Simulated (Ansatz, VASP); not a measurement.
**TePb in VASP and in Ansatz**

The input POSCAR:

```
TePb
1.0
    0.0000000000      3.2678555438      3.2678555438
    3.2678555438      0.0000000000      3.2678555438
    3.2678555438      3.2678555438      0.0000000000
Te Pb
1 1
Direct
    0.5000000000      0.5000000000      0.5000000000
    0.0000000000      0.0000000000      0.0000000000
```

The input INCAR.step1:

```
SYSTEM = TePb
ALGO = Normal
EDIFF = 1E-4
ENCUT = 520
GGA = PE
ISMEAR = 0
LASPH = .TRUE.
LCHARG = .FALSE.
LREAL = .FALSE.
LWAVE = .TRUE.
NBANDS = 17
NELM = 100
PREC = Accurate
SIGMA = 0.01
```

The input INCAR.step2:

```
SYSTEM = TePb
ALGO = Normal
EDIFF = 1E-7
ENCUT = 520
ISIF = 2
ISMEAR = 0
ISTART = 1
LASPH = .TRUE.
LCHARG = .TRUE.
LELF = .TRUE.
LMIXTAU = .TRUE.
LREAL = .FALSE.
LVHAR = .TRUE.
LWAVE = .FALSE.
METAGGA = R2SCAN
NBANDS = 17
NELM = 100
PREC = Accurate
SIGMA = 0.01
```

Contents of KPOINTS:

```
k-points
0
G
  8 8 8
  0 0 0
```

Input for Ansatz:

```yaml
crystal:
  lattice:
    - [0.0, 3.2678555438, 3.2678555438]
    - [3.2678555438, 0.0, 3.2678555438]
    - [3.2678555438, 3.2678555438, 0.0]
  atoms:
    - { symbol: Te, position: [0.5, 0.5, 0.5] }
    - { symbol: Pb, position: [0.0, 0.0, 0.0] }
kpoints:
  mp_grid: { grid: [8, 8, 8] }
  band_path:
    path:
      - [0.0, 0.0, 0.0]
      - [0.5, 0.0, 0.5]
      - [0.625, 0.25, 0.625]
      - [0.375, 0.375, 0.75]
      - [0.5, 0.5, 0.5]
      - [0.5, 0.25, 0.75]
      - [0.0, 0.0, 0.5]
    npoints: 1
hamiltonian:
  xc: r2scan
scf:
  occupations: { method: fixed }
  n_extra_bands: 4
output:
  forces: true
  stress: true
  eigenvalues: true
  write_density: true
  write_potential: true
  elf: true
  volumetric_format: npy
```

Alike in both runs: task single point; functional r2SCAN; k mesh 8 × 8 × 8; no spin polarisation.

```csv
,VASP,Ansatz
version,VASP 6.6.1,Ansatz 0.2.0
potentials or method,"VASP PAW PBE potentials, release 64 (Te, Pb_d)","plane waves, PAW"
plane-wave cutoff (eV),520,500
occupations,"gaussian, width 0.01 eV",fixed
valence electrons in the cell,20,30
```

```csv
,VASP,Ansatz,Ansatz less VASP
gap on the k mesh at the Fermi level (eV),1.09,1.09,-0.004
pressure (GPa),0.0,0.0,+0.01
```

The two sets of potentials don't hold the same shells in valence.

Caveats: the PAW data sets were made with another functional, which shifts forces and pressure a little (VASP); spin-orbit coupling is left out, which as a rule narrows the gap of such compounds by several tenths of an eV. A k mesh can miss the band edges.
